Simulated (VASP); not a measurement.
# BaTiO3: dielectric tensor with PBE

Crystal: BaTiO3.

```
Ba Ti O
1.0
     3.99603    0.00000    0.00000
     0.00000    3.99603    0.00000
     0.00000    0.00000    4.22088
Ba Ti O
1 1 3
Direct
  0.00000 0.00000 0.99051
  0.50000 0.50000 0.47179
  0.50000 0.50000 0.04159
  0.50000 0.00000 0.51955
  0.00000 0.50000 0.51955
```

* Program: VASP 6.6.1
* Task: dielectric tensor
* Functional: PBE
* Potentials or basis: VASP PAW PBE potentials, release 64 (Ba_sv, Ti_sv, O)
* Cutoff: 600 eV
* k mesh: 10 × 10 × 10
* Occupations: gaussian, width 0.03 eV
* Spin: no spin polarisation
* Monkhorst-Pack mesh: yes
* Further INCAR settings: ALGO = Normal; EDIFF = 1e-08

```
Electronic dielectric tensor (diagonal) : 6.18, 6.18, 5.14
Born charges (mean of the diagonal)     : Ba +2.75; Ti +6.19; O -2.61, -3.17 e
```

Levels at points of the mesh, in eV from the valence-band top:
| k point | band 16 | band 17 | band 18 | band 19 | band 20 | band 21 | band 22 | band 23 | band 24 |
| --- | --- | --- | --- | --- | --- | --- | --- | --- | --- |
| (0.05, 0.05, 0.05) | -1.76 | -1.27 | -0.99 | -0.61 | -0.53 | 1.92 | 2.47 | 2.48 | 4.13 |

Electronic dielectric tensor:
```
6.18 0.00 0.00
0.00 6.18 0.00
0.00 0.00 5.14
```

Born effective charge tensors (e):
atom 1, Ba
```
2.69 0.00 0.00
0.00 2.69 0.00
0.00 0.00 2.89
```
atom 2, Ti
```
6.87 0.00 0.00
0.00 6.87 0.00
0.00 0.00 4.83
```
atom 3, O
```
-1.90  0.00  0.00
 0.00 -1.90  0.00
 0.00  0.00 -4.03
```
atom 4, O
```
-2.09  0.00  0.00
 0.00 -5.56  0.00
 0.00  0.00 -1.85
```
atom 5, O
```
-5.56  0.00  0.00
 0.00 -2.09  0.00
 0.00  0.00 -1.85
```

Run time: 44 min on 2 MPI ranks on Intel(R) Xeon(R) Platinum 8259CL CPU @ 2.50GHz (Skylake/Cascade Lake), on a shared host, peak memory 1.1 GiB a rank.

The run has no spin-orbit coupling, so splittings on Ba are missing.
